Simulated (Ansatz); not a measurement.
## W on a S site in WS₂

Theory: Ansatz 0.2.0, DFT PBE+D3(BJ), scalar-relativistic, plane waves, PAW. (420 eV cutoff, 2×2×2 k-mesh, Gaussian smearing of 0.01 eV, collinear spin in charge +1, -1 alone)

Host crystal, relaxed:

```
CELL_PARAMETERS angstrom
3.15972 0.00000 0.00000
-1.57986 2.73639 0.00000
0.00000 0.00000 16.93947
ATOMIC_POSITIONS crystal
W 0.33333 0.66667 0.00000
S 0.66667 0.33333 0.90696
S 0.66667 0.33333 0.09304
```

Supercell of 48 atoms, rows in host cell vectors: 4 0 0; -4 -4 0; 0 0 -1. Atoms relax at the host's cell, keeping the symmetry that the supercell leaves at the site. The cell is small, so energies carry finite-size errors of tenths of an eV. The host's Kohn–Sham gap is 1.92 eV.

Spin-orbit coupling is left out, which matters for the bands and energies of heavy elements.

Defect: W on a S site at (0.667, 0.333, 0.907) of the host cell, charge 0.

Task: Give the relaxed supercell.

Result:
```xyz
48
Lattice="12.6389 0.0000 0.0000 -6.3194 -10.9456 0.0000 0.0000 0.0000 -16.9395" Properties=species:S:1:pos:R:3 pbc="T T T"
W     7.9352   -6.4057    0.0835
W    -1.6158   -6.4057    0.0835
W     9.4792   -3.6267    0.0213
W     1.5697   -6.3900   -0.0213
W    -0.0095   -3.6548   -0.0213
W    11.0583   -0.9117   -0.0100
W     4.7498   -6.3900   -0.0213
W     3.1597   -3.6485   -0.0398
W     1.5805   -0.9007   -0.0213
W     6.3005   -9.1322    0.0213
W     6.3290   -3.6548   -0.0213
W     4.7389   -0.9007   -0.0213
W    -3.1597   -9.0798    0.0835
W     7.9000   -0.9117   -0.0100
W     0.0189   -9.1322    0.0213
W     3.1597   -9.1221   -0.0100
W    -3.1597   -7.2971   -1.7770
S    -0.0863   -7.3227   -1.5582
S    -1.6452   -4.6226   -1.5582
S     3.1597   -7.3022   -1.5965
S     1.5651   -4.5692   -1.6054
S    -0.0044   -1.8217   -1.5965
S     6.4058   -7.3227   -1.5582
S     4.7543   -4.5692   -1.6054
S     3.1597   -1.8072   -1.6054
S    -4.7186   -9.9459   -1.5582
S     7.9646   -4.6226   -1.5582
S     6.3239   -1.8217   -1.5965
S    -1.6008   -9.9459   -1.5582
S     9.4792   -1.8258   -1.5803
S     1.5785  -10.0327   -1.5803
S     4.7409  -10.0327   -1.5803
S    -3.1597   -7.2971  -15.2292
S     0.0388   -7.3116  -15.3352
S    -1.5730   -4.5198  -15.3352
S     3.1597   -7.2823  -15.3902
S     1.5833   -4.5587  -15.3989
S     0.0128   -1.8316  -15.3902
S     6.2807   -7.3116  -15.3352
S     4.7361   -4.5587  -15.3989
S     3.1597   -1.8283  -15.3989
S    -4.7715  -10.0598  -15.3352
S     7.8925   -4.5198  -15.3352
S     6.3066   -1.8316  -15.3902
S    -1.5479  -10.0598  -15.3352
S     9.4792   -1.7965  -15.3559
S     1.6039  -10.0473  -15.3559
S     4.7156  -10.0473  -15.3559
```
Around the defect: 3 W at 2.58 Å. The run ended with a moment of 0.00 μB (no spin polarisation).